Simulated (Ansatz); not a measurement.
# Sn (I4/mmm) in Ansatz: a series of runs

One crystal, Sn, is run at these levels: revPBE, BLYP; tasks: relaxation of cell and atoms.

All numbers are computed with Ansatz 0.2.0; they aren't measurements. Logs are shortened: lines on timing, memory, paths and dates and some standing lists are left out, and cuts for length are marked.

## Step 1: Starting point

The structure is tetragonal, space group I4/mmm (No. 139). The conventional cell has a = 4.058 Å, b = 4.058 Å, c = 3.322 Å, α = 90.00°, β = 90.00°, γ = 90.00°. Around Sn (site symmetry 4/mmm) lie 10 Sn at 3.32 Å.

This isn't the form of Sn at room conditions, which is tetragonal (white tin).

## Step 2: Relaxation of cell and atoms, revPBE

The input, input.yaml:

```yaml
crystal:
  lattice:
    - [-2.029189411, 2.029189411, 1.6607599896]
    - [2.029189411, -2.029189411, 1.6607599896]
    - [2.029189411, 2.029189411, -1.6607599896]
  atoms:
    - { symbol: Sn, position: [0.0, 0.0, 0.0] }
hamiltonian:
  xc: revpbe
  pseudopotentials: { kind: paw }
kpoints:
  mp_grid: { grid: [10, 10, 10] }
scf:
  occupations: { method: fermi_dirac, width: 0.05 }
output:
  forces: true
  stress: true
  eigenvalues: true
relax:
  f_tol: 0.01
  max_steps: 40
  cell: { stress_tol: 0.05 }
```

Potentials or basis: Ansatz PAW.

Run with:

```bash
$ ansatz run input.yaml --threads 2 --pin off --max-ram 5632MiB --backend cpu --events-out ev --progress --plain --runs-dir out
```

Log:

```text
Warning: RAYON_NUM_THREADS=2 ignored (pool sized by the plan → 2); use --threads N
Engine: ansatz 0.2.0, aarch64-unknown-linux-gnu
Pseudopotentials: kind: paw
Pseudopotential: Sn, paw, valence charge 14, recommended cutoff 420 eV (normal), Sn.paw.azcp
Functional definition: revPBE
  parameter kappa = 1.245
  parameter beta = 0.06672455060314922
  exchange = pbe_x(kappa = kappa, mu = beta*pi^2/3)
  correlation = pbe_c(beta = beta)
Crystal: 1 atoms, lattice volume = 27.353 Å³
Basis set: ecut = 420 eV, 545 PW (Γ), exchange–correlation on 48×48×48 points (8 copies of the dense FFT grid, shifted against one another)
Bands: 11, of which v1, the nominal top of the filled ones, is band 7 counted from 1 (6 counted from 0)
Symmetry: 16 space group operations
Space group: I4/mmm (ITA 139), of the structure as read, at distance tolerance 3.0e-5 Å
k-points: 102 of 1000
Non-local potential: Sn, projectors of the file, l = 0: 2, l = 1: 2, l = 2: 2, l = 3: 2
PAW form: soft (Blöchl's): semilocal exchange-correlation on the pseudo side does not see the compensation charge
PAW frozen core: Sn, regenerated for the run's functional, and the local potential with it (the file was generated under x = pbe(κ = 0.804, μ = 0.2195149727645171), c = pbe(β = 0.06672455060314922))
PAW one-centre angular grid: Sn, 590 points (default); XC on 64 Gauss nodes
Initial density: superposition of atomic densities (neutral atoms: chi_scale 0, normalization atom), corrected by the library's trained network
Initial wavefunctions: pseudopotential atomic-orbital guess
Functional: x = revpbe(κ = 1.245, μ = 0.2195149727645171), c = pbe(β = 0.06672455060314922)
SCF iter   1: F=—  HF=-6030.227323 eV  |F-HF|=—  |Δ(HF+E_count)|=         —  Δρ=2.09e-3  dr2=6.27e-4  ethr=1.77e-3  ⟨swp⟩=5.7  Hψ=6698  notcnv=0
preconditioner: auto → none  [insulator: Δε(μ)=0.139 eV  Ē_g=23.207 eV  σ=0.050 eV  W_gap=0.51  n_scr=4 (ndim 8)  ℏωp=26.6 eV  f_vac=0.000  D(μ)=0.57/eV (n_scr^D=0)  ε∞_Penn≈2.3]
SCF iter   2: F=—  HF=-6030.226777 eV  |F-HF|=—  |Δ(HF+E_count)|=   5.46e-4  Δρ=5.13e-4  dr2=8.12e-5  ethr=4.48e-6  ⟨swp⟩=2.0  Hψ=2555  notcnv=0
SCF iter   3: F=—  HF=-6030.226783 eV  |F-HF|=—  |Δ(HF+E_count)|=   5.71e-6  Δρ=2.76e-4  dr2=1.60e-5  ethr=5.80e-7  ⟨swp⟩=2.0  Hψ=1747  notcnv=0
SCF iter   4: F=—  HF=-6030.226789 eV  |F-HF|=—  |Δ(HF+E_count)|=   5.99e-6  Δρ=3.02e-5  dr2=2.06e-7  ethr=1.14e-7  ⟨swp⟩=1.7  Hψ=1279  notcnv=0
iter 5 did not close the SCF: its close was put off for the readings that it lacked (scf_convergence_deferred on its scf_iter line)
SCF iter   5: F=-6030.226789 eV  HF=-6030.226789 eV  |F-HF|=5.46e-12  |Δ(HF+E_count)|=   1.02e-7  Δρ=2.64e-6  dr2=1.14e-9  ethr=1.47e-9  ⟨swp⟩=2.0  Hψ=1817  notcnv=0
SCF iter   6: F=-6030.226789 eV  HF=-6030.226789 eV  |F-HF|=1.14e-10  |Δ(HF+E_count)|=  6.07e-10  Δρ=6.32e-7  dr2=9.18e-11  ethr=8.18e-12  ⟨swp⟩=2.4  Hψ=3759  notcnv=0
SCF 1 converged in 6 iterations: F = -6030.226789 eV  dr2 = 9.18e-11
relax step   1: F+E_penalty+E_count = -6030.22678882 eV  Δ(F+E_penalty+E_count) = +0.000e0 eV  max|allowed force component| = 0.000e0 eV/Å  Δτ_max = 0.0000 Å  P = +1.878 GPa  Ω = 27.353 Å³  (6 SCF iters, dr2 threshold 1.00e-7 eV, accepted)
Crystal: 1 atoms, lattice volume = 28.483 Å³
Basis set: ecut = 420 eV, 569 PW (Γ), exchange–correlation on 48×48×48 points (8 copies of the dense FFT grid, shifted against one another)
Initial density: handed on by an earlier stage of this run
Initial wavefunctions: those handed on with the density
iter 1 solved again at ethr=7.59e-7 eV; its pass at ethr=3.10e-3 eV (dr2=1.06e-4 eV) is discarded
SCF iter   1: F=—  HF=-6030.233330 eV  |F-HF|=—  |Δ(HF+E_count)|=         —  Δρ=6.72e-4  dr2=1.16e-4  ethr=7.59e-7  ⟨swp⟩=2.0  Hψ=10925  notcnv=0
preconditioner: auto → Kerker (q_TF=auto, 2.424 Å⁻¹)  [metal: Δε(μ)=0.046 eV  Ē_g=23.009 eV  σ=0.050 eV  W_gap=0.22  n_scr=12 (ndim 8)  ℏωp=26.0 eV  f_vac=0.000  D(μ)=0.68/eV (n_scr^D=0)]
SCF iter   2: F=—  HF=-6030.233334 eV  |F-HF|=—  |Δ(HF+E_count)|=   3.17e-6  Δρ=4.60e-4  dr2=5.41e-5  ethr=7.59e-7  ⟨swp⟩=1.0  Hψ=1122  notcnv=0
SCF iter   3: F=—  HF=-6030.233339 eV  |F-HF|=—  |Δ(HF+E_count)|=   5.67e-6  Δρ=8.37e-5  dr2=2.52e-6  ethr=3.87e-7  ⟨swp⟩=1.3  Hψ=1202  notcnv=0
SCF iter   4: F=—  HF=-6030.233340 eV  |F-HF|=—  |Δ(HF+E_count)|=   3.89e-7  Δρ=2.57e-5  dr2=2.24e-7  ethr=1.80e-8  ⟨swp⟩=2.2  Hψ=1823  notcnv=0
SCF iter   5: F=-6030.233340 eV  HF=-6030.233340 eV  |F-HF|=8.88e-10  |Δ(HF+E_count)|=   5.12e-8  Δρ=5.09e-6  dr2=1.12e-8  ethr=7.14e-10  ⟨swp⟩=5.3  Hψ=4851  notcnv=0
SCF 2 converged in 5 iterations: F = -6030.233340 eV  dr2 = 1.12e-8
relax step   2: F+E_penalty+E_count = -6030.23333971 eV  Δ(F+E_penalty+E_count) = -6.551e-3 eV  max|allowed force component| = 0.000e0 eV/Å  Δτ_max = 0.0000 Å  P = -0.106 GPa  Ω = 28.483 Å³  energy of the carried Pulay correction = -2.558e-4 eV  (5 SCF iters, dr2 threshold 1.00e-7 eV, accepted)
Crystal: 1 atoms, lattice volume = 28.424 Å³
iter 1 solved again at ethr=6.98e-9 eV; its pass at ethr=3.10e-3 eV (dr2=9.77e-7 eV) is discarded
SCF iter   1: F=—  HF=-6030.233416 eV  |F-HF|=—  |Δ(HF+E_count)|=         —  Δρ=5.06e-5  dr2=8.26e-7  ethr=6.98e-9  ⟨swp⟩=3.4  Hψ=10057  notcnv=0
preconditioner: auto → Kerker (q_TF=auto, 2.425 Å⁻¹)  [metal: Δε(μ)=0.046 eV  Ē_g=23.009 eV  σ=0.050 eV  W_gap=0.22  n_scr=12 (ndim 8)  ℏωp=26.1 eV  f_vac=0.000  D(μ)=0.67/eV (n_scr^D=0)]
SCF iter   2: F=—  HF=-6030.233416 eV  |F-HF|=—  |Δ(HF+E_count)|=   1.60e-7  Δρ=3.45e-5  dr2=3.97e-7  ethr=5.90e-9  ⟨swp⟩=1.0  Hψ=1122  notcnv=0
SCF iter   3: F=-6030.233416 eV  HF=-6030.233416 eV  |F-HF|=8.77e-10  |Δ(HF+E_count)|=   1.90e-8  Δρ=5.43e-6  dr2=1.02e-8  ethr=7.14e-10  ⟨swp⟩=4.0  Hψ=5280  notcnv=0
SCF 3 converged in 3 iterations: F = -6030.233416 eV  dr2 = 1.02e-8
relax step   3: F+E_penalty+E_count = -6030.23341555 eV  Δ(F+E_penalty+E_count) = -7.584e-5 eV  max|allowed force component| = 0.000e0 eV/Å  Δτ_max = 0.0000 Å  P = -0.006 GPa  Ω = 28.424 Å³  energy of the carried Pulay correction = -2.424e-4 eV  (3 SCF iters, dr2 threshold 1.00e-7 eV, accepted)
iter 1 solved again at ethr=9.96e-10 eV; its pass at ethr=3.10e-3 eV (dr2=1.40e-7 eV) is discarded
SCF iter   1: F=—  HF=-6030.233421 eV  |F-HF|=—  |Δ(HF+E_count)|=         —  Δρ=2.27e-5  dr2=2.28e-7  ethr=9.96e-10  ⟨swp⟩=3.2  Hψ=9932  notcnv=0
preconditioner: auto → Kerker (q_TF=auto, 2.425 Å⁻¹)  [metal: Δε(μ)=0.043 eV  Ē_g=23.009 eV  σ=0.050 eV  W_gap=0.21  n_scr=12 (ndim 8)  ℏωp=26.1 eV  f_vac=0.000  D(μ)=0.66/eV (n_scr^D=0)]
SCF iter   2: F=—  HF=-6030.233421 eV  |F-HF|=—  |Δ(HF+E_count)|=   1.41e-7  Δρ=1.59e-5  dr2=1.16e-7  ethr=9.96e-10  ⟨swp⟩=1.0  Hψ=1122  notcnv=0
SCF iter   3: F=-6030.233421 eV  HF=-6030.233421 eV  |F-HF|=3.29e-10  |Δ(HF+E_count)|=   1.64e-8  Δρ=1.86e-6  dr2=9.47e-10  ethr=5.77e-11  ⟨swp⟩=3.8  Hψ=4599  notcnv=0
SCF 4 converged in 3 iterations: F = -6030.233421 eV  dr2 = 9.47e-10
relax step   4: F+E_penalty+E_count = -6030.23342058 eV  Δ(F+E_penalty+E_count) = -5.031e-6 eV  max|allowed force component| = 0.000e0 eV/Å  Δτ_max = 0.0000 Å  P = -0.000 GPa  Ω = 28.424 Å³  energy of the carried Pulay correction = -2.422e-4 eV  (3 SCF iters, dr2 threshold 8.08e-9 eV, accepted)
Initial wavefunctions: pseudopotential atomic-orbital guess (no wavefunctions were taken with the density)
iter 1 solved again at ethr=2.68e-8 eV; its pass at ethr=3.10e-3 eV (dr2=3.75e-6 eV) is discarded
SCF iter   1: F=—  HF=-6030.233651 eV  |F-HF|=—  |Δ(HF+E_count)|=         —  Δρ=4.34e-5  dr2=8.91e-8  ethr=2.68e-8  ⟨swp⟩=3.0  Hψ=9618  notcnv=0
SCF iter   2: F=—  HF=-6030.233650 eV  |F-HF|=—  |Δ(HF+E_count)|=   6.15e-7  Δρ=2.15e-5  dr2=2.24e-8  ethr=6.37e-10  ⟨swp⟩=2.0  Hψ=1831  notcnv=0
SCF iter   3: F=—  HF=-6030.233650 eV  |F-HF|=—  |Δ(HF+E_count)|=   6.16e-8  Δρ=5.61e-6  dr2=3.18e-9  ethr=1.60e-10  ⟨swp⟩=2.0  Hψ=1827  notcnv=0
SCF iter   4: F=—  HF=-6030.233650 eV  |F-HF|=—  |Δ(HF+E_count)|=   3.86e-9  Δρ=5.35e-7  dr2=5.98e-11  ethr=2.27e-11  ⟨swp⟩=2.5  Hψ=1590  notcnv=0
SCF iter   5: F=-6030.233650 eV  HF=-6030.233650 eV  |F-HF|=3.64e-12  |Δ(HF+E_count)|=  2.09e-11  Δρ=1.32e-7  dr2=6.35e-12  ethr=1.00e-12  ⟨swp⟩=5.9  Hψ=4344  notcnv=0
SCF 5 converged in 5 iterations: F = -6030.233650 eV  dr2 = 6.35e-12
relax step   5: F+E_penalty+E_count = -6030.23365017 eV  Δ(F+E_penalty+E_count) = -2.296e-4 eV  max|allowed force component| = 0.000e0 eV/Å  Δτ_max = 0.0000 Å  P = -0.004 GPa  Ω = 28.424 Å³  stress off target by 4.30e-3 GPa  SCF on the basis re-selected at this cell (its energy is not comparable with the rows above)  (5 SCF iters)
basis re-selected at this cell: Δ(F+E_penalty+E_count) = -2.296e-4 eV, ΔP = -0.003 GPa vs the last step (what re-selecting the basis moved, of the pressure what is left beyond the Pulay correction that the steps carried, after the strain that the cell walked since its last selection, with what the two solves' SCF thresholds leave and, on support functions, any second-order correction that the steps lacked; it is no measure of the basis error at this ecutwfc). This SCF's stress stands 4.30e-3 GPa from its target on what of the cell is left free (relax.cell.stress_tol is 5.00e-2 GPa) and its largest allowed force component is 0.00e0 eV/Å (relax.f_tol is 1.00e-2 eV/Å): within both
SCF converged after 5 iterations
Free energy (F): -6030.233650 eV
Harris-Foulkes:  -6030.233650 eV  (|F-HF|=3.64e-12)
Internal energy: -6030.228314 eV  (E = F + TS)
E sigma→0 (E₀):  -6030.230982 eV
Entropy (-TS):   -0.005337 eV (-5.337 meV/atom)
Fermi energy:    10.237413 eV
--- Per-component energies (eV) ---
  E_band       = -88.848665
  E_kinetic    = 185.167220
  E_local      = -857.278985  (includes V_loc(G=0)·N_el)
  E_nonlocal   = -33.205101
  E_hartree    = 532.372072
  E_xc         = -382.988817
  E_vxc        = -95.356421  (∫ρ·V_xc dr)
  E_paw        = -4140.619852  (= ΣΔE_a)
  E_vpaw       = -352.919502  (= ΣTr[D̂ρ^β])
  E_aug_tail   = -0.000000  (compensation charges beyond the density's cutoff)
  E_ewald      = -1333.693867
  E_core_change = 0.019018  (= ΣΔE_core)
  E_smearing   = -0.005337  (= −TS)
  E_closure    = 0.000000  (closes the sum)
  Σ components = -6030.233650   (vs F -6030.233650, Δ=0.00e0)
--- Forces (eV/Å), atoms counted from 1 ---
  atom   1  Sn     0.00000000     0.00000000     0.00000000
  max |Σ_I F_I| component: 9.86e-32 eV/Å
--- Stress (GPa, compression-positive) ---
       -0.003172       0.000000       0.000000
        0.000000      -0.003172       0.000000
        0.000000      -0.000000      -0.004300
  P = ⅓ Tr σ = -0.0035 GPa (-0.035 kbar)
--- Band table (eV; the first three rows and the last of 102) ---
  k-point 0: bands = ["-11.3204", "-11.2608", "-11.2608", "-11.2489", "-11.1541", "-0.4914", "16.9026", "16.9026", "19.1097", "20.3916", "21.5126"]
  k-point 1: bands = ["-11.3116", "-11.2629", "-11.2526", "-11.2474", "-11.1577", "-0.3084", "14.9434", "17.0215", "18.5559", "20.9955", "21.6292"]
  k-point 2: bands = ["-11.2900", "-11.2683", "-11.2611", "-11.2120", "-11.1671", "0.2394", "12.0277", "17.3133", "17.5032", "21.0334", "21.3637"]
  k-point 101: bands = ["-11.3485", "-11.2943", "-11.1311", "-11.1311", "-11.1019", "6.8414", "8.8413", "8.8413", "12.5558", "13.3688", "16.0505"]
--- Relaxed structure (4 steps of the walk, 4 accepted, 1 SCFs on fresh bases) ---
  F+E_penalty+E_count = -6030.23365017 eV   max|allowed force component| = 0.000e0 eV/Å   (the final SCF, on the basis selected at the relaxed cell)
  cell:  # Å, volume = 28.4242 Å³
    - [-2.0477222259433616, 2.0477222259433616, 1.6946762654027887]
    - [2.0477222259433616, -2.0477222259433616, 1.6946762654027887]
    - [2.0477222259433616, 2.0477222259433616, -1.6946762654027887]
  atoms:
    - { symbol: Sn, position: [0.0, 0.0, 0.0] }
```

It took 3.8 s on 2 threads of Arm Neoverse V2, shared host; peak memory 0.27 GiB.

Results:

```yaml
Free_energy: -6030.2337 eV
Relaxed_volume: 28.42 Å³/atom
Relaxed_cell: a = 3.355 Å, b = 3.355 Å, c = 3.355 Å, α = 104.78°, β = 104.78°, γ = 119.33°
Space_group_after_relaxing_to_0.05_Å: I4/mmm (No. 139)
Energy_gained_by_relaxing: 6.9 meV/atom
Ionic_steps: 5
Pressure_after_relaxing: 0.0 GPa
Band_gap_on_the_k_mesh: none (metal or under the smearing width)
```

The path:
```tsv
step	energy change (eV)	largest force (eV/Å)	volume (Å³)
1	0.0000	0.0000	27.35
2	-0.0066	0.0000	28.48
3	-0.0066	0.0000	28.42
4	-0.0066	0.0000	28.42
5	-0.0069	0.0000	28.42
```

Final structure:
```
Sn
1.0
    -2.04772    2.04772    1.69468
     2.04772   -2.04772    1.69468
     2.04772    2.04772   -1.69468
Sn
1
Cartesian
  0.0000 0.0000 0.0000
```

Caveat: the plane-wave basis is chosen anew once the cell has moved, so the energies of steps on either side of that aren't comparable; the PAW data sets come from PBE, with cores solved anew for the run's functional, which leaves a small shift of forces and pressure.

## Step 3: Relaxation of cell and atoms, BLYP

input.yaml, as its differences from that of step 2:

```diff
@@ -8,3 +8,3 @@
 hamiltonian:
-  xc: revpbe
+  xc: blyp
   pseudopotentials: { kind: paw }
@@ -18,2 +18,6 @@
   eigenvalues: true
+  write_density: true
+  write_potential: true
+  elf: true
+  volumetric_format: npy
 relax:
```

Potentials or basis: Ansatz PAW.

Run with:

```bash
$ ansatz run input.yaml --threads 2 --pin off --max-ram 5632MiB --backend cpu --events-out ev --progress --plain --runs-dir out
```

Run time: 4.4 s. Hardware: 2 threads of Arm Neoverse V2, shared host; peak memory 0.27 GiB.

The run converged. Its results:

```yaml
Free_energy: -6040.3920 eV
Relaxed_volume: 30.97 Å³/atom
Relaxed_cell: a = 3.458 Å, b = 3.458 Å, c = 3.458 Å, α = 104.39°, β = 104.39°, γ = 120.20°
Space_group_after_relaxing_to_0.05_Å: I4/mmm (No. 139)
Energy_gained_by_relaxing: 55.2 meV/atom
Ionic_steps: 5
Pressure_after_relaxing: 0.0 GPa
Band_gap_on_the_k_mesh: none (metal or under the smearing width)
```

Step by step:
```
step  energy change (eV)  largest force (eV/Å)  volume (Å³)
   1              0.0000                0.0000        27.35
   2             -0.0542                0.0000        30.78
   3             -0.0546                0.0000        30.93
   4             -0.0547                0.0000        30.97
   5             -0.0552                0.0000        30.97
```

Final structure:
```
Sn
1.0
    -2.11960    2.11960    1.72356
     2.11960   -2.11960    1.72356
     2.11960    2.11960   -1.72356
Sn
1
Direct
  0.00000 0.00000 0.00000
```

Levels at points of the mesh, in eV from the Fermi level:
| k point | band 5 | band 6 | band 7 | band 8 | band 9 | band 10 |
| --- | --- | --- | --- | --- | --- | --- |
| (0.00, 0.00, 0.00) | -21.40 | -10.25 | 5.72 | 5.72 | 7.76 | 9.66 |
| (0.00, 0.00, -0.50) | -21.37 | -7.21 | -3.94 | 4.98 | 6.65 | 9.70 |
| (0.00, -0.50, 0.00) | -21.36 | -5.91 | -3.51 | 2.60 | 3.87 | 6.87 |
| (-0.50, -0.50, -0.50) | -21.36 | -4.17 | -1.36 | -1.36 | 2.33 | 3.56 |

Caveat: the plane-wave basis is chosen anew once the cell has moved, so the energies of steps on either side of that aren't comparable; the PAW data sets come from PBE, with cores solved anew for the run's functional, which leaves a small shift of forces and pressure.
